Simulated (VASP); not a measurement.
VASP 6.6.1, r²SCAN single-point calculation, KBr (strained zincblende)

INCAR

```
NSW = 0
LCHARG = .TRUE.
IBRION = -1
LWAVE = .FALSE.
ISIF = 2
ISMEAR = 0
SIGMA = 0.01
LREAL = .FALSE.
EDIFF = 1E-7
PREC = Accurate
LELF = .TRUE.
ENCUT = 520
LASPH = .TRUE.
NELM = 120
ALGO = Normal
NBANDS = 15
METAGGA = R2SCAN
```

KPOINTS

```
KPOINTS created by Atomic Simulation Environment
0
Gamma
6 6 6
0 0 0
```

KPOINTS_OPT

```
special points
7
Reciprocal
0.0000000000 0.0000000000 0.0000000000 1
-0.5000000000 -0.5000000000 0.0000000000 1
-0.3750000000 -0.3750000000 0.2500000000 1
-0.3750000000 0.0000000000 0.3750000000 1
0.0000000000 0.0000000000 0.5000000000 1
-0.5000000000 -0.2500000000 0.2500000000 1
0.0000000000 0.1875000000 -0.1875000000 1
```

POSCAR

```
K  Br
 1.0000000000000000
     0.0000000000000000    3.8358312660000000    3.8358312660000000
     3.8358312660000000    0.0000000000000000    3.8358312660000000
     3.8358312660000000    3.8358312660000000    0.0000000000000000
 K   Br
   1   1
Cartesian
  0.0000000000000000  0.0000000000000000  0.0000000000000000
  1.9179156330000000  1.9179156330000000  1.9179156330000000
```

VASP ran with the recommended PBE PAW datasets (16 valence electrons in the cell).

Command

```
mpirun -np 1 vasp_std
```

OSZICAR

```
N       E                     dE             d eps       ncg     rms          rms(c)
DAV:   1     0.809634451179E+02    0.80963E+02   -0.62663E+03   480   0.891E+02
DAV:   2    -0.180685218458E+02   -0.99032E+02   -0.91056E+02   613   0.214E+02
DAV:   3    -0.264585832025E+02   -0.83901E+01   -0.83412E+01   655   0.552E+01
DAV:   4    -0.269007200389E+02   -0.44214E+00   -0.44187E+00   818   0.111E+01
DAV:   5    -0.269034301337E+02   -0.27101E-02   -0.27100E-02   641   0.105E+00    0.289E+00
DAV:   6    -0.229356869400E+02    0.39677E+01   -0.11084E+00   734   0.828E+00    0.166E+00
DAV:   7    -0.228828982346E+02    0.52789E-01   -0.32756E-01   669   0.275E+00    0.871E-01
DAV:   8    -0.229076618583E+02   -0.24764E-01   -0.16534E-02   550   0.962E-01    0.435E-01
DAV:   9    -0.229277805784E+02   -0.20119E-01   -0.12683E-02   571   0.860E-01    0.176E-01
DAV:  10    -0.229284650522E+02   -0.68447E-03   -0.43108E-04   669   0.121E-01    0.899E-02
DAV:  11    -0.229297669183E+02   -0.13019E-02   -0.98513E-04   529   0.214E-01    0.150E-02
DAV:  12    -0.229297921485E+02   -0.25230E-04   -0.21894E-05   684   0.272E-02    0.520E-03
DAV:  13    -0.229298068533E+02   -0.14705E-04   -0.12584E-05   522   0.204E-02    0.254E-03
DAV:  14    -0.229298069269E+02   -0.73534E-07   -0.29083E-07   683   0.355E-03
   1 F= -.22929807E+02 E0= -.22929807E+02  d E =-.174634E-11
       N       E                     dE             ncg
DAV:   1    -0.349496163222E+03   -0.31676E+04      210
DAV:   2    -0.105766964114E+04   -0.70817E+03      266
DAV:   3    -0.111341415651E+04   -0.55745E+02      294
DAV:   4    -0.111655516165E+04   -0.31410E+01      361
DAV:   5    -0.111656730428E+04   -0.12143E-01      287
DAV:   6    -0.111656756833E+04   -0.26405E-03      297
DAV:   7    -0.111656757352E+04   -0.51934E-05      305
DAV:   8    -0.111656757359E+04   -0.71674E-07      272
```

From OUTCAR

```
k-points           NKPTS =     16   k-points in BZ     NKDIM =     16   number of bands    NBANDS=     15

   NELECT =      16.0000    total number of electrons

   dimension x,y,z NGX =    40 NGY =   40 NGZ =   40
   dimension x,y,z NGXF=    80 NGYF=   80 NGZF=   80

  energy-cutoff  :      520.00
  volume of cell :      112.88
      direct lattice vectors                 reciprocal lattice vectors
     0.000000000  3.835831266  3.835831266    -0.130349842  0.130349842  0.130349842
     3.835831266  0.000000000  3.835831266     0.130349842 -0.130349842  0.130349842
     3.835831266  3.835831266  0.000000000     0.130349842  0.130349842 -0.130349842

 k-points in reciprocal lattice and weights: KPOINTS created by Atomic Simulation Env
   0.00000000  0.00000000  0.00000000       0.005
   0.16666667  0.00000000  0.00000000       0.037
   0.33333333  0.00000000  0.00000000       0.037
   0.50000000  0.00000000  0.00000000       0.019
   0.16666667  0.16666667  0.00000000       0.028
   0.33333333  0.16666667  0.00000000       0.111
   0.50000000  0.16666667  0.00000000       0.111
  -0.33333333  0.16666667  0.00000000       0.111
   ...

 E-fermi :  -3.6802

 k-point     1 :       0.0000    0.0000    0.0000
  band No.  band energies     occupation
      1     -32.9848      2.00000
      2     -15.9910      2.00000
      3     -15.6913      2.00000
      4     -15.6913      2.00000
      5     -15.6913      2.00000
      6      -3.7294      2.00000
      7      -3.7294      2.00000
      8      -3.7294      2.00000
      9       0.9464      0.00000
     10       5.4279      0.00000
     11       5.4279      0.00000
     12       6.2687      0.00000
     13       6.2687      0.00000
     14       6.2687      0.00000
     15       6.8933      0.00000

 k-point     2 :       0.1667    0.0000    0.0000
  band No.  band energies     occupation
      1     -32.9846      2.00000
      2     -16.0581      2.00000
      3     -15.6922      2.00000
      4     -15.6922      2.00000
      5     -15.6196      2.00000
      6      -3.8207      2.00000
      7      -3.7288      2.00000
      8      -3.7288      2.00000
      9       1.3276      0.00000
     10       5.1665      0.00000
     11       5.1665      0.00000
     12       5.7797      0.00000
     13       6.2816      0.00000
     14       6.7201      0.00000
     15       6.7201      0.00000

 k-point     3 :       0.3333    0.0000    0.0000
  band No.  band energies     occupation
      1     -32.9843      2.00000
      2     -16.1492      2.00000
      3     -15.6940      2.00000
      4     -15.6940      2.00000
      5     -15.5196      2.00000
      6      -3.9752      2.00000
      7      -3.7278      2.00000
      8      -3.7278      2.00000
      9       2.2296      0.00000
     10       4.4798      0.00000
     11       4.9757      0.00000
     12       4.9757      0.00000
     13       6.2638      0.00000
     14       6.5168      0.00000
     15       6.5168      0.00000

 k-point     4 :       0.5000    0.0000    0.0000
  band No.  band energies     occupation
      1     -32.9841      2.00000
      2     -16.1850      2.00000
      3     -15.6949      2.00000
      4     -15.6949      2.00000
      5     -15.4795      2.00000
      6      -4.0415      2.00000
      7      -3.7274      2.00000
      8      -3.7274      2.00000
      9       3.1521      0.00000
     10       3.4353      0.00000
     11       4.9480      0.00000
     12       4.9480      0.00000
     13       6.3666      0.00000
     14       6.3666      0.00000
     15       6.7573      0.00000

 k-point     5 :       0.1667    0.1667    0.0000
  band No.  band energies     occupation
      1     -32.9846      2.00000
      2     -16.0757      2.00000
      3     -15.6934      2.00000
      4     -15.6934      2.00000
      5     -15.5985      2.00000
      6      -3.8340      2.00000
      7      -3.7359      2.00000
      8      -3.7359      2.00000
      9       1.4510      0.00000
     10       4.5891      0.00000
     11       5.6387      0.00000
     12       6.0224      0.00000
     13       6.5317      0.00000
     14       6.5321      0.00000
     15       6.7186      0.00000

 k-point     6 :       0.3333    0.1667    0.0000
  band No.  band energies     occupation
      1     -32.9843      2.00000
      2     -16.1483      2.00000
      3     -15.6960      2.00000
      4     -15.6954      2.00000
      5     -15.5169      2.00000
      6      -3.9425      2.00000
      7      -3.7502      2.00000
      8      -3.7383      2.00000
      9       2.1563      0.00000
     10       4.1829      0.00000
     11       5.1392      0.00000
     12       5.5090      0.00000
     13       6.3474      0.00000
     14       6.5139      0.00000
     15       6.7197      0.00000

 k-point     7 :       0.5000    0.1667    0.0000
  band No.  band energies     occupation
      1     -32.9840      2.00000
      2     -16.1947      2.00000
      3     -15.6992      2.00000
      4     -15.6962      2.00000
      5     -15.4634      2.00000
      6      -4.0049      2.00000
      7      -3.7810      2.00000
      8      -3.7340      2.00000
      9       3.0409      0.00000
     10       3.6462      0.00000
     11       4.7392      0.00000
     12       5.1777      0.00000
     13       6.4643      0.00000
     14       6.5380      0.00000
     15       6.7635      0.00000

 k-point     8 :      -0.3333    0.1667    0.0000
  band No.  band energies     occupation
      1     -32.9841      2.00000
      2     -16.1837      2.00000
      3     -15.6996      2.00000
      4     -15.6949      2.00000
      5     -15.4760      2.00000
      6      -3.9815      2.00000
      7      -3.7914      2.00000
      8      -3.7268      2.00000
      9       2.7631      0.00000
     10       3.9883      0.00000
     11       4.8518      0.00000
     12       4.8770      0.00000
     13       6.5232      0.00000
     14       6.6259      0.00000
     15       6.6840      0.00000

 k-point     9 :      -0.1667    0.1667    0.0000
  band No.  band energies     occupation
      1     -32.9844      2.00000
      2     -16.1219      2.00000
      3     -15.6961      2.00000
      4     -15.6929      2.00000
      5     -15.5475      2.00000
      6      -3.9001      2.00000
      7      -3.7602      2.00000
      8      -3.7241      2.00000
      9       1.8767      0.00000
     10       4.7916      0.00000
     11       4.8341      0.00000
     12       5.3766      0.00000
     13       6.3823      0.00000
     14       6.6647      0.00000
     15       6.7774      0.00000

 k-point    10 :       0.3333    0.3333    0.0000
  band No.  band energies     occupation
      1     -32.9841      2.00000
      2     -16.1836      2.00000
      3     -15.6978      2.00000
      4     -15.6978      2.00000
      5     -15.4749      2.00000
      6      -3.9979      2.00000
      7      -3.7477      2.00000
      8      -3.7477      2.00000
      9       2.4754      0.00000
     10       3.8395      0.00000
     11       5.0463      0.00000
     12       6.1974      0.00000
     13       6.3289      0.00000
     14       6.3289      0.00000
     15       7.0033      0.00000

 k-point    11 :       0.5000    0.3333    0.0000
  band No.  band energies     occupation
      1     -32.9839      2.00000
      2     -16.2147      2.00000
      3     -15.7013      2.00000
      4     -15.6987      2.00000
      5     -15.4369      2.00000
      6      -4.0163      2.00000
      7      -3.7928      2.00000
      8      -3.7468      2.00000
      9       2.8199      0.00000
     10       3.8480      0.00000
     11       4.9656      0.00000
     12       5.7533      0.00000
     13       6.3025      0.00000
     14       6.6155      0.00000
     15       6.6376      0.00000

 k-point    12 :      -0.3333    0.3333    0.0000
  band No.  band energies     occupation
      1     -32.9839      2.00000
      2     -16.2142      2.00000
      3     -15.7039      2.00000
      4     -15.6973      2.00000
      5     -15.4363      2.00000
      6      -3.9381      2.00000
      7      -3.8876      2.00000
      8      -3.7366      2.00000
      9       3.0601      0.00000
     10       3.8369      0.00000
     11       4.7875      0.00000
     12       5.1957      0.00000
     13       6.2935      0.00000
     14       6.7451      0.00000
     15       6.8853      0.00000

 k-point    13 :       0.5000    0.5000    0.0000
  band No.  band energies     occupation
      1     -32.9839      2.00000
      2     -16.2250      2.00000
      3     -15.7000      2.00000
      4     -15.7000      2.00000
      5     -15.4257      2.00000
      6      -4.0628      2.00000
      7      -3.7531      2.00000
      8      -3.7531      2.00000
      9       2.7083      0.00000
     10       3.8798      0.00000
     11       5.4135      0.00000
     12       6.0747      0.00000
     13       6.1788      0.00000
     14       6.1788      0.00000
     15       6.6350      0.00000

 ...

  Total       -0.6307540     -0.6307540     -0.6307540      0.0000000     -0.0000000      0.0000000
  in kB       -8.9528667     -8.9528667     -8.9528667      0.0000000     -0.0000000      0.0000000
  external PRESSURE =      -8.9528667 kB  Pullay stress =       0.0000000 kB

 POSITION                                       TOTAL-FORCE (eV/Angst)
 -----------------------------------------------------------------------------------
      0.00000      0.00000      0.00000        -0.000000     -0.000000      0.000000
      1.91792      1.91792      1.91792         0.000000      0.000000     -0.000000
 -----------------------------------------------------------------------------------
    total drift:                               -0.000000     -0.000000     -0.000000

  FREE ENERGIE OF THE ION-ELECTRON SYSTEM (eV)
  ---------------------------------------------------
  free  energy   TOTEN  =       -22.9298069269 eV

  energy  without entropy=      -22.9298069269  energy(sigma->0) =      -22.92980693
```

| Item | Value |
| --- | --- |
| gap between bands v and c | 4.67 eV |
| least direct gap | 4.68 eV |
| pressure | -0.9 GPa |

Band v is the last that the valence electrons fill when counted band by band, and c is the next.

The run took about 96 s on one core of a shared host (Intel Xeon Platinum 8488C) and held 0.28 GiB at most.
